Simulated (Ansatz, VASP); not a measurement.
This is a calculation of CdF2 for VASP 6.6.1. 

INCAR

```
SYSTEM = CdF2
  ALGO = Normal
  EDIFF = 1E-7
  ENCUT = 520
  GGA = PS
  ISIF = 2
  ISMEAR = -1
  LASPH = .True.
  LCHARG = .True.
  LELF = .True.
  LREAL = .False.
  LVHAR = .True.
  LWAVE = .False.
  NBANDS = 20
  NELM = 100
  PREC = Accurate
  SIGMA = 0.05
```

File KPOINTS:

```
k-points
0
Gamma
  9 9 9
  0 0 0
```

File POSCAR:

```
CdF2
1.0
    0.0000000000      2.6940000000      2.6940000000
    2.6940000000      0.0000000000      2.6940000000
    2.6940000000      2.6940000000      0.0000000000
Cd F
1 2
Direct
    0.0000000000      0.0000000000      0.0000000000
    0.7500000000      0.7500000000      0.7500000000
    0.2500000000      0.2500000000      0.2500000000
```

Potentials or basis: VASP PAW PBE potentials, release 64 (Cd, F).

Command:

```bash
$ cat potpaw_PBE.64/Cd/POTCAR potpaw_PBE.64/F/POTCAR > POTCAR
$ mpirun -np 1 vasp_std > vasp.out
```

Problem. Set up the same calculation for Ansatz 0.2.0. Potentials or basis there: Ansatz PAW, cutoff 420 eV.

Solution. As run (cutoffs and basis follow the program's own potentials, and thresholds, step limits or extra output files can differ):

The input input.yaml:

```yaml
crystal:
  lattice:
    - [0.0, 2.694, 2.694]
    - [2.694, 0.0, 2.694]
    - [2.694, 2.694, 0.0]
  atoms:
    - { symbol: Cd, position: [0.0, 0.0, 0.0] }
    - { symbol: F, position: [0.75, 0.75, 0.75] }
    - { symbol: F, position: [0.25, 0.25, 0.25] }
hamiltonian:
  xc: pbesol
  pseudopotentials: { kind: paw }
kpoints:
  mp_grid: { grid: [9, 9, 9] }
scf:
  occupations: { method: fermi_dirac, width: 0.05 }
output:
  forces: true
  stress: true
  eigenvalues: true
  write_density: true
  write_potential: true
  elf: true
  volumetric_format: npy
```

Potentials or basis: Ansatz PAW.

Launch:

```sh
$ ansatz run input.yaml --threads 1 --pin off --max-ram 3584MiB --backend cpu --events-out ev --progress --plain --runs-dir out
```

Both were run:

|  | VASP | Ansatz |
| --- | --- | --- |
| Pressure | 0.5 GPa | -0.2 GPa |

Ansatz's pressure holds a Pulay term of +0.70 GPa for its cutoff of 420 eV, which the other run lacks.

The potentials hold 26 and 34 valence electrons a cell.

VASP's potentials were made for PBE. Ansatz's potentials were made for PBE.

Where Ansatz's input types no cutoff or centring, it takes its own default and a Γ-centred mesh.

Pressure is positive in compression.
